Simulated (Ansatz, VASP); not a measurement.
## One calculation of MoS2, two programs

```
Mo S
1.0
     3.12238    0.00000    0.00000
    -1.56119    2.70406    0.00000
     0.00000    0.00000   12.06848
Mo S
2 4
Direct
  0.33333 0.66667 0.25000
  0.66667 0.33333 0.75000
  0.33333 0.66667 0.62121
  0.66667 0.33333 0.12121
  0.33333 0.66667 0.87879
  0.66667 0.33333 0.37879
```

Alike in both runs: functional LDA; k mesh 12 × 12 × 4; occupations gaussian, width 0.02 eV; no spin polarisation.

Ansatz relaxed the structure, and its values are those at the end. VASP's run is a single point on that final structure, the one shown.

```csv
,VASP,Ansatz
version,VASP 6.6.1,Ansatz 0.2.0
potentials or method,"VASP PAW LDA potentials, release 64 (Mo_sv, S)","scalar-relativistic, plane waves, PAW"
plane-wave cutoff (eV),520,420
valence electrons in the cell,52,52
```

VASP gave:

```
gap on the k mesh at the Fermi level (eV) : 0.73
least direct gap on the mesh (eV)         : 1.77
pressure (GPa)                            : 0.1
rms of the force components (eV/Å)        : 0.005
```

**Question.** Estimate Ansatz's values.

**Answer.** gap on the k mesh at the Fermi level (eV): 0.72; least direct gap on the mesh (eV): 1.76; pressure (GPa): 0.0; rms of the force components (eV/Å): 0.002.

A k mesh can miss the band edges.
